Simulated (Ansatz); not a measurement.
# SiO2: element swaps in one structure

An exercise on one series of results from a longer session: the logs are not shown, and one member is left open.

Method: DFT PBE, scalar-relativistic, plane waves, PAW, in Ansatz 0.2.0.

5 further runs of the same task are left out: 5 set aside as unsound or not needed. Runs told in other sessions of the task aren't counted.

### Starting point

The structure is tetragonal, space group I-42d (No. 122). The conventional cell has a = 5.026 Å, b = 5.026 Å, c = 7.372 Å, α = 90.00°, β = 90.00°, γ = 90.00°. Around Si (site symmetry -4) lie 4 O at 1.63 Å. O (site symmetry 2) has 2 Si at 1.63 Å in its first shell of neighbours.

As a file:

```cif
data_structure
_symmetry_space_group_name_H-M 'I-42d'
_symmetry_Int_Tables_number 122
_cell_length_a 5.0263
_cell_length_b 5.0263
_cell_length_c 7.3717
_cell_angle_alpha 90.000
_cell_angle_beta 90.000
_cell_angle_gamma 90.000
_cell_volume 186.24
loop_
_atom_site_label
_atom_site_type_symbol
_atom_site_symmetry_multiplicity
_atom_site_Wyckoff_symbol
_atom_site_fract_x
_atom_site_fract_y
_atom_site_fract_z
_atom_site_occupancy
Si1 Si 4 a 0.00000 0.00000 0.00000 1
O1 O 8 d 0.09248 0.25000 0.12500 1
```

It goes back to an entry of the Materials Project, which need not be the stable form.

This cell was relaxed beforehand with the same method: volume 15.52 Å³/atom, gap on the mesh 5.74 eV.

The first run:

File input.yaml:

```yaml
crystal:
  lattice:
    - [-2.2893153816, 2.2893153816, 3.3575890595]
    - [2.2893153816, -2.2893153816, 3.3575890595]
    - [2.2893153816, 2.2893153816, -3.3575890595]
  atoms:
    - { symbol: C, position: [0.0, 0.0, 0.0] }
    - { symbol: C, position: [0.75, 0.25, 0.5] }
    - { symbol: O, position: [0.375, 0.2174786205, 0.3424786205] }
    - { symbol: O, position: [0.9674786205, 0.625, 0.8424786205] }
    - { symbol: O, position: [0.7825213795, 0.125, 0.1575213795] }
    - { symbol: O, position: [0.875, 0.0325213795, 0.6575213795] }
basis:
  ecutwfc: 420
kpoints:
  mp_grid: { grid: [6, 6, 6] }
hamiltonian:
  xc: pbe
scf:
  occupations: { method: gaussian, width: 0.1 }
output:
  forces: true
  stress: true
  eigenvalues: true
```

The run is started by

```sh
ansatz run input.yaml --threads 1 --pin off --max-ram 2560MiB --backend cpu --events-out ev --progress --plain --runs-dir out
```

Steps of the session up to this table: A first look at the start (CO2); Coarse relaxation (CO2); Full relaxation (CO2); Seeking the band edges (CO2).

One of the session's tables, all rows but one given; the rest of the session is left out.

It belongs to the step «The crystals compared». Lengths are those of the vectors of the cell that was run:

| swap | volume (Å³/atom) | a (Å) | b (Å) | c (Å) | ΔH_f (eV/atom) |
| --- | --- | --- | --- | --- | --- |
| none | 15.52 | 5.120 | 5.120 | 5.120 | -2.786 |
| Si → Ti | 24.64 | 5.937 | 5.937 | 5.937 | -3.027 |
| O → N | ? | ? | ? | ? | ? |
| Si → C | 7.84 | 4.099 | 4.099 | 4.099 | -0.857 |

Estimate the missing values for O → N.

As computed: volume (Å³/atom): 17.41; a (Å): 5.883; b (Å): 5.883; c (Å): 5.883; ΔH_f (eV/atom): 0.379. In the column «volume (Å³/atom)» it lies between none (15.52) and Si → Ti (24.64).

Lengths are those of the computed cell. Rows of earlier swaps come from the sessions before.
